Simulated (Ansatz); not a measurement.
One structure type, several compounds

Theory: DFT, PBE, all-electron LAPW, scalar-relativistic in Ansatz 0.2.0.

All compounds have space group Im-3m with 1 atom in the primitive cell. V0, B0 and B0′ come from third-order Birch–Murnaghan fits to pressures at five volumes, with shape and internal coordinates held; prototypes and MP cells needn't be known phases. Spin-polarised runs start from parallel moments; other orders may lie lower.

As: As 2a (0.000 0.000 0.000); bcc type, relaxed by us; 16×16×16 mesh, smearing 0.05 eV; no spin
Na: Na 2a (0.000 0.000 0.000); bcc type, relaxed by us; 13×13×13 mesh, smearing 0.08 eV; no spin
Zr: Zr 2a (0.000 0.000 0.000); bcc type, relaxed by us; 16×16×16 mesh, smearing 0.05 eV; no spin
Sr: Sr 2a (0.000 0.000 0.000); COD 9008551, measured, may be off; 12×12×12 mesh, smearing 0.05 eV; no spin
V: V 2a (0.000 0.000 0.000); COD 7101267, measured; 15×15×15 mesh, smearing 0.03 eV; polarised, ending at 0.0 μB
Si: Si 2a (0.000 0.000 0.000); bcc type, relaxed by us; 18×18×18 mesh, smearing 0.05 eV; no spin

| compound | V0 (Å³/atom) | B0 (GPa) | B0′ | cell moment (μB) |
| --- | --- | --- | --- | --- |
| As | ? | 79 | 3.1 | – |
| Na | 37.06 | 8 | 3.7 | – |
| Zr | 22.85 | 88 | 3.0 | – |
| Sr | 53.88 | ? | 3.8 | – |
| V | 13.43 | ? | 4.3 | 0.0 |
| Si | 14.66 | 93 | 4.2 | – |

Q: What belongs in the row "Sr", column "B0 (GPa)"?

A: 12.

Q: What belongs in the row "V", column "B0 (GPa)"?

A: 185.

Q: What belongs in the row "As", column "V0 (Å³/atom)"?

A: 19.10.
